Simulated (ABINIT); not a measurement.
# TePb (Fm-3m) in ABINIT: notebook

Aim: see how the results for TePb move with the level of theory and the settings. Levels: HLE16, LDA-PZ. Tasks: band structure.

Everything below comes from runs of ABINIT 10.8.3 (patched build). Logs are shortened: lines on timing, memory, paths and dates and some standing lists are left out, and cuts for length are marked. The log counts tension as positive stress, the text compression.

**Experimental background.**

From a printed reference work, monograph, for a bulk crystal of TePb at 4.2 K: band gap 0.19 eV (direct).

The results are compared with them further down.

### Step 1. The structure

The structure is cubic, space group Fm-3m (No. 225). Conventional cell: a = 6.462 Å, b = 6.462 Å, c = 6.462 Å, α = 90.00°, β = 90.00°, γ = 90.00°. Around Pb (site symmetry m-3m) lie 6 Te at 3.23 Å. Te (site symmetry m-3m) has 6 Pb at 3.23 Å as nearest neighbours.

### Step 2. Band structure, HLE16

The input, run.abi:

```
# Datasets: ground state, then fixed potential
ndtset 2

# Pseudopotentials
pp_dirpath "./"
pseudos "Pb.GGA_PBE-JTH_sp.xml, Te.GGA_PBE-JTH.xml"

# Structure
acell 4.56932402 4.56932402 4.56932402 Angstrom
rprim
     0.0000000000     0.7071067812     0.7071067812
     0.7071067812     0.0000000000     0.7071067812
     0.7071067812     0.7071067812     0.0000000000
ntypat 2
znucl 82 52
natom 2
typat 1 2
xred
     0.0000000000     0.0000000000     0.0000000000
     0.5000000000     0.5000000000     0.5000000000

# Plane-wave basis
ecut 15.0
pawecutdg 30.0

# Exchange and correlation
ixc -545

# Bands and occupations
occopt 3
tsmear 0.05 eV

# SCF cycle
nstep 100

# Output
iomode 3
prtwf 0
prteig 0
prtebands 0
enunit 2
prtden1 1
prtvha1 1
prtvclmb1 1
prtpot1 1

# Dataset 1
kptopt1 1
ngkpt1 7 7 7
nshiftk1 1
shiftk1 0.0 0.0 0.0
nband1 9
tolvrs1 1.0e-9

# Dataset 2: bands along G-X-W-K-G-L-U-W-L-K
iscf2 -2
getden2 1
nband2 13
nbdbuf2 2
tolwfr2 1.0e-12
kptopt2 -9
ndivsm2 6
prteig2 1
prtvol2 -3
kptbounds2
     0.0000000000     0.0000000000     0.0000000000
     0.5000000000     0.0000000000     0.5000000000
     0.5000000000     0.2500000000     0.7500000000
     0.3750000000     0.3750000000     0.7500000000
     0.0000000000     0.0000000000     0.0000000000
     0.5000000000     0.5000000000     0.5000000000
     0.6250000000     0.2500000000     0.6250000000
     0.5000000000     0.2500000000     0.7500000000
     0.5000000000     0.5000000000     0.5000000000
     0.3750000000     0.3750000000     0.7500000000
```

Potentials or basis: JTH PAW PBE v2.0 sp.

The run is started by

```bash
> abinit run.abi > log 2>&1
```

run.abo:

```text
.Version 10.8.3 of ABINIT
 DATASET    1 : space group Fm -3 m (#225); Bravais cF (face-center cubic)
================================================================================
 Values of the parameters that define the memory need for DATASET  1.
     intxc =       0    ionmov =       0      iscf =       7    lmnmax =      13
     lnmax =       5     mgfft =      32  mpssoang =       3    mqgrid =    3001
     natom =       2  nloc_mem =       2    nspden =       1   nspinor =       1
    nsppol =       1      nsym =      48    n1xccc =       1    ntypat =       2
    occopt =       3   xclevel =       2
       mpw =        1279          nfft =       32768          nkpt =          20
 PAW method is used; the additional fine FFT grid is defined by:
   mgfftf=        45    nfftf =     91125
================================================================================
================================================================================

 DATASET    2 : space group Fm -3 m (#225); Bravais cF (face-center cubic)
================================================================================
 Values of the parameters that define the memory need for DATASET  2.
     intxc =       0    ionmov =       0      iscf =      -2    lmnmax =      13
     lnmax =       5     mgfft =      32  mpssoang =       3    mqgrid =    3001
     natom =       2  nloc_mem =       2    nspden =       1   nspinor =       1
    nsppol =       1      nsym =      48    n1xccc =       1    ntypat =       2
    occopt =       3   xclevel =       2
       mpw =        1295          nfft =       32768          nkpt =         103
 PAW method is used; the additional fine FFT grid is defined by:
   mgfftf=        45    nfftf =     91125
================================================================================
================================================================================

--------------------------------------------------------------------------------
------------- Echo of variables that govern the present computation ------------
--------------------------------------------------------------------------------
 -outvars: echo values of preprocessed input variables --------
            acell      8.6347709783E+00  8.6347709783E+00  8.6347709783E+00 Bohr
              amu      2.07200000E+02  1.27600000E+02
             ecut      1.50000000E+01 Hartree
           enunit           2
           getden1          0
           getden2          1
             iscf1          7
             iscf2         -2
              ixc        -545
           jdtset        1    2
           kptopt1          1
           kptopt2         -9
         kptrlatt        7    0    0      0    7    0      0    0    7
          kptrlen1     6.04433968E+01
          kptrlen2     3.00000000E+01
            natom           2
            nband1          9
            nband2         13
           nbdbuf1          0
           nbdbuf2          2
           ndtset           2
           ndivsm1          0
           ndivsm2          6
            ngfft          32      32      32
          ngfftdg          45      45      45
             nkpt1         20
             nkpt2        103
            nstep         100
             nsym          48
           ntypat           2
           occopt           3
        pawecutdg      3.00000000E+01 Hartree
         pawxcdev           0
        prtebands           0
           prteig1          0
           prteig2          1
           prtpot1          1
           prtpot2          0
         prtvclmb1          1
         prtvclmb2          0
           prtvha1          1
           prtvha2          0
           prtvol1          0
           prtvol2         -3
            prtwf           0
            rprim      0.0000000000E+00  7.0710678120E-01  7.0710678120E-01
[... 883 lines left out ...]
  5.24E-13  6.82E-13  1.76E-13  5.45E-13  1.06E-10
 -6.2849E-01 -5.5227E-01 -3.6481E-01 -3.1029E-01 -3.0452E-01 -1.4387E-01
 -1.4327E-01 -1.3536E-01 -1.3492E-01 -1.3413E-01 -9.5134E-02 -8.2686E-02
 -2.2402E-02

--- !ResultsGS
iteration_state: {dtset: 2, }
comment   : Summary of ground state results
lattice_vectors:
- [  0.0000000,   6.1057051,   6.1057051, ]
- [  6.1057051,   0.0000000,   6.1057051, ]
- [  6.1057051,   6.1057051,   0.0000000, ]
lattice_lengths: [   8.63477,    8.63477,    8.63477, ]
lattice_angles: [ 60.000,  60.000,  60.000, ] # degrees, (23, 13, 12)
lattice_volume:   4.5523692E+02
convergence: {deltae:  0.000E+00, res2:  0.000E+00, residm:  9.995E-13, diffor:  0.000E+00, }
etotal    :  -1.29213144E+01
entropy   :   0.00000000E+00
fermie    :  -2.13904104E-01
cartesian_stress_tensor: null
pressure_GPa: null
xred      :
- [  0.0000E+00,   0.0000E+00,   0.0000E+00, Pb]
- [  5.0000E-01,   5.0000E-01,   5.0000E-01, Te]
cartesian_forces: null
force_length_stats: {min: null, max: null, mean: null, }
...

 Integrated electronic density in atomic spheres:
 ------------------------------------------------
 Atom  Sphere_radius  Integrated_density
    1        2.91365          2.69147685
    2        2.31107          3.45508877

================================================================================

 ----iterations are completed or convergence reached----

 Mean square residual over all n,k,spin=   50.572E-14; max=  99.945E-14
 reduced coordinates (array xred) for    2 atoms
       0.000000000000      0.000000000000      0.000000000000
       0.500000000000      0.500000000000      0.500000000000

 cartesian coordinates (angstrom) at end:
    1      0.00000000000000     0.00000000000000     0.00000000000000
    2      3.23100000004204     3.23100000004204     3.23100000004204
 length scales=  8.634770978332  8.634770978332  8.634770978332 bohr
              =  4.569324020000  4.569324020000  4.569324020000 angstroms
 Eigenvalues (hartree) for nkpt= 103  k points:
 kpt#   1, nband= 13, wtk=  1.00000, kpt=  0.0000  0.0000  0.0000 (reduced coord)
  -0.68163   -0.48283   -0.28198   -0.28198   -0.28198   -0.14458   -0.14458   -0.14458
  -0.14340   -0.14340   -0.08315   -0.08315   -0.08315
 kpt#   2, nband= 13, wtk=  1.00000, kpt=  0.0294  0.0000  0.0294 (reduced coord)
  -0.68130   -0.48370   -0.28245   -0.28245   -0.28047   -0.14466   -0.14436   -0.14436
  -0.14371   -0.14336   -0.08676   -0.08305   -0.08305
 kpt#   3, nband= 13, wtk=  1.00000, kpt=  0.0588  0.0000  0.0588 (reduced coord)
  -0.68032   -0.48620   -0.28382   -0.28382   -0.27616   -0.14489   -0.14483   -0.14373
  -0.14373   -0.14326   -0.09620   -0.08272   -0.08272
 kpt#   4, nband= 13, wtk=  1.00000, kpt=  0.0882  0.0000  0.0882 (reduced coord)
  -0.67870   -0.49004   -0.28602   -0.28602   -0.26975   -0.14739   -0.14527   -0.14310
  -0.14277   -0.14277   -0.10811   -0.08207   -0.08207
 kpt#   5, nband= 13, wtk=  1.00000, kpt=  0.1176  0.0000  0.1176 (reduced coord)
  -0.67646   -0.49484   -0.28891   -0.28891   -0.26255   -0.15239   -0.14579   -0.14289
  -0.14159   -0.14159   -0.11842   -0.08102   -0.08102
 kpt#   6, nband= 13, wtk=  1.00000, kpt=  0.1471  0.0000  0.1471 (reduced coord)
  -0.67364   -0.50020   -0.29233   -0.29233   -0.25682   -0.15910   -0.14643   -0.14262
[... 277 lines left out ...]
 kpt#  99, nband= 13, wtk=  1.00000, kpt=  0.4250  0.4250  0.6500 (reduced coord)
  -0.63097   -0.56085   -0.33560   -0.29386   -0.28382   -0.15248   -0.14533   -0.13852
  -0.13614   -0.13560   -0.12245   -0.10634   -0.06804
 kpt# 100, nband= 13, wtk=  1.00000, kpt=  0.4125  0.4125  0.6750 (reduced coord)
  -0.62989   -0.55875   -0.34631   -0.29867   -0.28992   -0.14894   -0.14113   -0.13840
  -0.13599   -0.13523   -0.11715   -0.10098   -0.05181
 kpt# 101, nband= 13, wtk=  1.00000, kpt=  0.4000  0.4000  0.7000 (reduced coord)
  -0.62901   -0.55660   -0.35493   -0.30308   -0.29544   -0.14633   -0.14135   -0.13637
  -0.13580   -0.13500   -0.11022   -0.09497   -0.03807
 kpt# 102, nband= 13, wtk=  1.00000, kpt=  0.3875  0.3875  0.7250 (reduced coord)
  -0.62849   -0.55444   -0.36116   -0.30698   -0.30032   -0.14451   -0.14252   -0.13559
  -0.13519   -0.13466   -0.10260   -0.08873   -0.02800
 kpt# 103, nband= 13, wtk=  1.00000, kpt=  0.3750  0.3750  0.7500 (reduced coord)
  -0.62849   -0.55227   -0.36481   -0.31029   -0.30452   -0.14387   -0.14327   -0.13536
  -0.13492   -0.13413   -0.09513   -0.08269   -0.02240
 Eigenvalues (   eV  ) for nkpt= 103  k points:
 kpt#   1, nband= 13, wtk=  1.00000, kpt=  0.0000  0.0000  0.0000 (reduced coord)
 -18.54817  -13.13854   -7.67301   -7.67301   -7.67301   -3.93417   -3.93417   -3.93417
  -3.90203   -3.90203   -2.26275   -2.26275   -2.26275
 kpt#   2, nband= 13, wtk=  1.00000, kpt=  0.0294  0.0000  0.0294 (reduced coord)
 -18.53921  -13.16220   -7.68576   -7.68576   -7.63188   -3.93631   -3.92822   -3.92822
  -3.91057   -3.90112   -2.36085   -2.25995   -2.25995
 kpt#   3, nband= 13, wtk=  1.00000, kpt=  0.0588  0.0000  0.0588 (reduced coord)
 -18.51247  -13.23021   -7.72318   -7.72318   -7.51462   -3.94265   -3.94105   -3.91112
  -3.91112   -3.89843   -2.61764   -2.25082   -2.25082
 kpt#   4, nband= 13, wtk=  1.00000, kpt=  0.0882  0.0000  0.0882 (reduced coord)
 -18.46831  -13.33471   -7.78295   -7.78295   -7.34028   -4.01080   -3.95302   -3.89404
  -3.88496   -3.88496   -2.94173   -2.23330   -2.23330
 kpt#   5, nband= 13, wtk=  1.00000, kpt=  0.1176  0.0000  0.1176 (reduced coord)
 -18.40738  -13.46524   -7.86157   -7.86157   -7.14439   -4.14681   -3.96710   -3.88811
  -3.85277   -3.85277   -3.22248   -2.20457   -2.20457
 kpt#   6, nband= 13, wtk=  1.00000, kpt=  0.1471  0.0000  0.1471 (reduced coord)
 -18.33067  -13.61110   -7.95482   -7.95482   -6.98845   -4.32923   -3.98448   -3.88082
[... 278 lines left out ...]
 -17.16952  -15.26139   -9.13217   -7.99643   -7.72311   -4.14932   -3.95452   -3.76943
  -3.70456   -3.68997   -3.33190   -2.89365   -1.85134
 kpt# 100, nband= 13, wtk=  1.00000, kpt=  0.4125  0.4125  0.6750 (reduced coord)
 -17.14020  -15.20428   -9.42348   -8.12722   -7.88900   -4.05276   -3.84025   -3.76604
  -3.70048   -3.67983   -3.18789   -2.74787   -1.40993
 kpt# 101, nband= 13, wtk=  1.00000, kpt=  0.4000  0.4000  0.7000 (reduced coord)
 -17.11626  -15.14577   -9.65808   -8.24732   -8.03920   -3.98188   -3.84631   -3.71073
  -3.69538   -3.67363   -2.99921   -2.58418   -1.03596
 kpt# 102, nband= 13, wtk=  1.00000, kpt=  0.3875  0.3875  0.7250 (reduced coord)
 -17.10204  -15.08703   -9.82772   -8.35346   -8.17206   -3.93237   -3.87826   -3.68952
  -3.67860   -3.66436   -2.79197   -2.41442   -0.76192
 kpt# 103, nband= 13, wtk=  1.00000, kpt=  0.3750  0.3750  0.7500 (reduced coord)
 -17.10203  -15.02790   -9.92689   -8.44338   -8.28637   -3.91497   -3.89869   -3.68344
  -3.67149   -3.64978   -2.58873   -2.25001   -0.60960

== END DATASET(S) ==============================================================
================================================================================

 -outvars: echo values of variables after computation  --------
            acell      8.6347709783E+00  8.6347709783E+00  8.6347709783E+00 Bohr
           etotal1    -1.2921314436E+01
            fcart1    -0.0000000000E+00 -0.0000000000E+00 -0.0000000000E+00
                      -0.0000000000E+00 -0.0000000000E+00 -0.0000000000E+00
            rprim      0.0000000000E+00  7.0710678120E-01  7.0710678120E-01
                       7.0710678120E-01  0.0000000000E+00  7.0710678120E-01
                       7.0710678120E-01  7.0710678120E-01  0.0000000000E+00
           strten1     2.1323526984E-04  2.1323526984E-04  2.1323526984E-04
                       0.0000000000E+00  0.0000000000E+00  0.0000000000E+00
           xangst      0.0000000000E+00  0.0000000000E+00  0.0000000000E+00
                       3.2310000000E+00  3.2310000000E+00  3.2310000000E+00
             xred      0.0000000000E+00  0.0000000000E+00  0.0000000000E+00
                       5.0000000000E-01  5.0000000000E-01  5.0000000000E-01
 Calculation completed.
```

It took 52 s on 1 thread of Arm Neoverse V1, shared host; peak memory 0.13 GiB.

Results:

* Free energy: -351.6069 eV
* Pressure: -6.3 GPa
* Band gap along the path: 1.67 eV, direct
* Valence electrons inside the program's atomic spheres: Pb 2.69; Te 3.46

Levels at the corners of the path, in eV from the Fermi level:
| point | band 2 | band 3 | band 4 | band 5 | band 6 | band 7 | band 8 | band 9 |
| --- | --- | --- | --- | --- | --- | --- | --- | --- |
| Γ | -7.32 | -1.85 | -1.85 | -1.85 | 1.89 | 1.89 | 1.89 | 1.92 |
| X | -8.74 | -4.43 | -3.05 | -3.05 | 1.62 | 2.03 | 2.17 | 2.17 |
| W | -9.24 | -3.83 | -3.83 | -1.18 | 1.32 | 2.03 | 2.03 | 2.17 |
| K | -9.21 | -4.11 | -2.62 | -2.47 | 1.91 | 1.92 | 2.14 | 2.15 |
| Γ | -7.32 | -1.85 | -1.85 | -1.85 | 1.89 | 1.89 | 1.89 | 1.92 |
| L | -9.64 | -1.57 | -1.57 | -0.87 | 0.80 | 1.03 | 1.03 | 2.11 |
| U | -9.21 | -4.11 | -2.62 | -2.47 | 1.91 | 1.92 | 2.14 | 2.15 |
| W | -9.24 | -3.83 | -3.83 | -1.18 | 1.32 | 2.03 | 2.03 | 2.17 |
| L | -9.64 | -1.57 | -1.57 | -0.87 | 0.80 | 1.03 | 1.03 | 2.11 |
| K | -9.21 | -4.11 | -2.62 | -2.47 | 1.91 | 1.92 | 2.14 | 2.15 |

Caveat: the potentials were made for a functional far from this one; this odd mesh misses L, where the gap lies, so gap, dielectric constants and Born charges aren't listed; the potentials were made for another functional, which shifts forces and pressure; spin-orbit coupling is left out, which moves the levels of the heavy elements; this set keeps more shells in the core, which shifts pressures and gaps.

### Step 3. Band structure, LDA-PZ

The input, run.abi:

```
ndtset 2

pp_dirpath "./"
pseudos "Pb.LDA_PW-JTH_sp.xml, Te.LDA_PW-JTH.xml"

acell 3*1.0
rprim
     0.0000000000     6.1057051087     6.1057051087
     6.1057051087     0.0000000000     6.1057051087
     6.1057051087     6.1057051087     0.0000000000
ntypat 2
znucl 82 52
natom 2
typat 1 2
xred
     0.0000000000     0.0000000000     0.0000000000
     0.5000000000     0.5000000000     0.5000000000

ecut 408.170794 eV
pawecutdg 30.0

ixc 2

occopt 3
tsmear 0.05 eV

nstep 100

iomode 3
prtwf 0
prteig 0
prtebands 0
prtden1 1

kptopt1 1
ngkpt1 7 7 7
nshiftk1 1
shiftk1 0.0 0.0 0.0
nband1 9
tolvrs1 1.0e-9

iscf2 -2
getden2 1
nband2 13
nbdbuf2 2
tolwfr2 1.0e-12
kptopt2 -9
ndivsm2 8
prteig2 1
prtvol2 -3
kptbounds2
     0.0000000000     0.0000000000     0.0000000000
     0.5000000000     0.0000000000     0.5000000000
     0.5000000000     0.2500000000     0.7500000000
     0.3750000000     0.3750000000     0.7500000000
     0.0000000000     0.0000000000     0.0000000000
     0.5000000000     0.5000000000     0.5000000000
     0.6250000000     0.2500000000     0.6250000000
     0.5000000000     0.2500000000     0.7500000000
     0.5000000000     0.5000000000     0.5000000000
     0.3750000000     0.3750000000     0.7500000000
```

Potentials or basis: JTH PAW LDA v2.0 sp.

The run is started by

```bash
> abinit run.abi > log 2>&1
```

Wall time 49 s (1 thread of Arm Neoverse V1, shared host); peak memory 0.12 GiB.

The run converged. Its results:

```yaml
Free_energy: -332.9279 eV
Pressure: -1.7 GPa
Band_gap_along_the_path: 0.65 eV, direct
Valence_electrons_inside_the_program's_atomic_spheres: Pb 2.58; Te 3.13
```

Levels at the corners of the path, in eV from the Fermi level:
```
point  band 1  band 2  band 3  band 4  band 5  band 6  band 7  band 8  band 9  band 10
    Γ  -12.43   -6.10   -1.65   -1.65   -1.65    3.73    3.73    3.73    5.39     5.39
    X  -10.85   -7.79   -4.86   -3.13   -3.13    2.91    5.10    5.10    6.27     8.55
    W  -10.67   -8.45   -4.15   -4.15   -0.70    1.24    4.89    4.89    6.41     6.41
    K  -10.73   -8.43   -4.48   -2.64   -2.46    3.20    3.38    4.76    5.56     8.28
    Γ  -12.43   -6.10   -1.65   -1.65   -1.65    3.73    3.73    3.73    5.39     5.39
    L  -11.00   -9.03   -1.23   -1.23   -0.37    0.28    0.84    0.84    7.72     8.80
    U  -10.73   -8.43   -4.48   -2.64   -2.46    3.20    3.38    4.76    5.56     8.28
    W  -10.67   -8.45   -4.15   -4.15   -0.70    1.24    4.89    4.89    6.41     6.41
    L  -11.00   -9.03   -1.23   -1.23   -0.37    0.28    0.84    0.84    7.72     8.80
    K  -10.73   -8.43   -4.48   -2.64   -2.46    3.20    3.38    4.76    5.56     8.28
```

Caveat: this odd mesh misses L, where the gap lies, so gap, dielectric constants and Born charges aren't listed; spin-orbit coupling is left out, which moves the levels of the heavy elements; this set keeps more shells in the core, which shifts pressures and gaps.

### Step 4. How close it comes

Step 3. Against the measured gap of TePb, 0.19 eV (direct; 4.2 K; a printed reference work, monograph), the calculated 0.65 eV is off by +0.46 eV. Spin-orbit coupling on Pb, Te is left out. The value is that of LDA-PZ, without temperature or zero-point motion.
